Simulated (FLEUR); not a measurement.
CdS:

```xyz
2
Lattice="0.0000 2.7532 2.7532 2.7532 0.0000 2.7532 2.7532 2.7532 0.0000" Properties=species:S:1:pos:R:3 pbc="T T T"
Cd    0.0000    0.0000    0.0000
S     2.7532    2.7532    2.7532
```

Measurements of this composition are mostly on another form, of space group No. 186.

```yaml
Program: FLEUR MaX-R8.1 (later development tree)
Task: single point
Functional: PBE
Potentials_or_basis: all-electron
Basis: FLAPW
Kmax: 4.15 1/bohr
k_mesh: 8 × 8 × 8
Occupations: fermi-dirac, width 0.05 eV
Spin: no spin polarisation
Gmax: 12.9 1/bohr
Muffin-tin_radii: Cd 2.66, S 2.0 bohr
lmax: Cd 11, S 8
Local_orbitals_a_species: Cd 5, S 4
Max_iterations: 60
Mixing_factor: 0.05
Mixer: Anderson
Mixer_history: 15
Density_convergence: 1e-05 me/bohr^3
```

On this cell: largest force zero by symmetry; band gap on the k mesh 0.26 eV, indirect (least direct gap 1.56 eV).

The same run follows on a disturbed copy (atoms moved at random, drawn with an rms of 0.05 Å):

```
Cd S
1.0
     0.00000    2.75324    2.75324
     2.75324    0.00000    2.75324
     2.75324    2.75324    0.00000
Cd S
1 1
Direct
  0.00435 0.97727 0.01314
  0.50084 0.49397 0.49740
```

Problem. What does the disturbed cell give?

Solution. The energy moves by +1.3 meV/atom; largest force 0.081 eV/Å; band gap on the k mesh 0.27 eV, indirect (least direct gap 1.55 eV).

Forces on the atoms (eV/Å):
```
Cd   0.003 -0.067  0.045
S   -0.003  0.067 -0.045
```

A k mesh can miss the band edges.
